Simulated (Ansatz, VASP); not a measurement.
**Two plane-wave programs on BAs**

POSCAR

```
BAs
1.0
    0.0000000000      2.3918700258      2.3918700258
    2.3918700258      0.0000000000      2.3918700258
    2.3918700258      2.3918700258      0.0000000000
B As
1 1
Direct
    0.0000000000      0.0000000000      0.0000000000
    0.2500000000      0.2500000000      0.2500000000
```

File INCAR.step1:

```
SYSTEM = BAs
PREC = Accurate
ENCUT = 520
EDIFF = 1E-5
ISMEAR = 0
SIGMA = 0.01
LREAL = .FALSE.
LASPH = .TRUE.
NELM = 100
ALGO = Normal
ISIF = 2
LWAVE = .TRUE.
NBANDS = 11
GGA = PE
```

INCAR.step2

```
SYSTEM = BAs
PREC = Accurate
ENCUT = 520
EDIFF = 1E-6
ISMEAR = 0
SIGMA = 0.01
LREAL = .FALSE.
LASPH = .TRUE.
NELM = 100
ALGO = Normal
ISIF = 2
LWAVE = .FALSE.
LCHARG = .TRUE.
GGA = PE
LHFCALC = .TRUE.
AEXX = 0.25
PRECFOCK = Normal
HFRCUT = -1
LELF = .TRUE.
LVHAR = .TRUE.
NBANDS = 11
ISTART = 1
```

The input KPOINTS:

```
Automatic mesh
0
G
  6 6 6
  0 0 0
```

Input for Ansatz:

```yaml
crystal:
  lattice:
    - [0.0, 2.3918700258, 2.3918700258]
    - [2.3918700258, 0.0, 2.3918700258]
    - [2.3918700258, 2.3918700258, 0.0]
  atoms:
    - { symbol: B, position: [0.0, 0.0, 0.0] }
    - { symbol: As, position: [0.25, 0.25, 0.25] }
kpoints:
  mp_grid: { grid: [6, 6, 6] }
  band_path:
    path:
      - [0.0, 0.0, 0.0]
      - [-0.5, -0.5, 0.0]
      - [-0.375, -0.375, 0.25]
      - [-0.375, 0.0, 0.375]
      - [0.0, 0.0, 0.5]
      - [-0.5, -0.25, 0.25]
      - [0.0, 0.398437, 0.398438]
    npoints: 1
hamiltonian:
  xc: pbe0
scf:
  occupations: { method: fixed }
  n_extra_bands: 4
output:
  forces: true
  stress: true
  eigenvalues: true
  write_density: true
  write_potential: true
  elf: true
  volumetric_format: npy
```

Alike in both runs: task single point; functional PBE0; k mesh 6 × 6 × 6; no spin polarisation.

|  | VASP | Ansatz |
| --- | --- | --- |
| version | VASP 6.6.1 | Ansatz 0.2.0 |
| potentials or method | VASP PAW PBE potentials, release 64 (B, As) | plane waves, PAW |
| plane-wave cutoff (eV) | 520 | 420 |
| occupations | gaussian, width 0.01 eV | fixed |
| valence electrons in the cell | 8 | 18 |

```tsv
	VASP	Ansatz	Ansatz less VASP
gap on the k mesh at the Fermi level (eV)	2.63	2.62	-0.013
pressure (GPa)	-1.3	-1.2	+0.14
```

The two sets of potentials don't hold the same shells in valence. Ansatz warned: «stress_exchange_threshold_loose».

Caveats: the PAW data sets were made with another functional, which shifts forces and pressure a little (VASP). A k mesh can miss the band edges.
